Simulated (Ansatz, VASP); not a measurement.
Two plane-wave programs on Mo

```
Mo
1.0
    -1.52826    1.52826    1.52826
     1.52826   -1.52826    1.52826
     1.52826    1.52826   -1.52826
Mo
1
Cartesian
  0.0000 0.0000 0.0000
```

Alike in both runs: functional PBEsol; k mesh 10 × 10 × 10; occupations gaussian, width 0.1 eV; no spin polarisation.

Ansatz relaxed the structure, and its values are those at the end. VASP's run is a single point on that final structure, the one shown.

|  | VASP | Ansatz |
| --- | --- | --- |
| version | VASP 6.6.1 | Ansatz 0.2.0 |
| potentials or method | VASP PAW PBE potentials, release 64 (Mo_sv) | scalar-relativistic, plane waves, PAW |
| plane-wave cutoff (eV) | 520 | 420 |
| valence electrons in the cell | 14 | 14 |

Ansatz gave:

| Property | Result |
| --- | --- |
| gap on the k mesh at the Fermi level (eV) | none |
| pressure (GPa) | 22.0 |

Task: Which values does VASP return?

Result: gap on the k mesh at the Fermi level (eV): none; pressure (GPa): 22.8.

A gap of «none» marks a metal or a gap that the smearing closes.

Caveats: so large a pressure means that the cell lies far from this level's equilibrium, or that cutoff or potentials fall short (VASP); the potentials were made for another functional, which shifts forces and pressure (VASP).
